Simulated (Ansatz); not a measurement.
A run of Ansatz 0.2.0:

Contents of input.yaml:

```yaml
crystal:
  lattice:
    - [0.0, 1.813001, 1.813001]
    - [1.813001, 0.0, 1.813001]
    - [1.813001, 1.813001, 0.0]
  atoms:
    - { symbol: "N", position: [0.25, 0.25, 0.25] }
    - { symbol: B, position: [0.0, 0.0, 0.0] }
hamiltonian:
  xc: pbesol
  pseudopotentials: { kind: paw }
kpoints:
  mp_grid: { grid: [10, 10, 10] }
scf:
  occupations: { method: fixed }
output:
  forces: true
  stress: true
elastic:
  mode: relaxed_ion
  stencil: two_point
```

Potentials or basis: Ansatz PAW.

Launch:

```sh
$ ansatz run input.yaml --threads 2 --pin off --max-ram 5632MiB --backend cpu --events-out ev --progress --plain --runs-dir out
```

Hardware: 2 threads of Intel(R) Xeon(R) Processor @ 2.70GHz, with other jobs on the host.

Task: How long does it take, and how much memory?

Result: Run time: 8.9 s on 2 threads of Intel(R) Xeon(R) Processor @ 2.70GHz (shared host), peak memory 0.34 GiB. Counts: scf iterations 57, plane waves 259, k points 47, bands 8, ion steps 5.
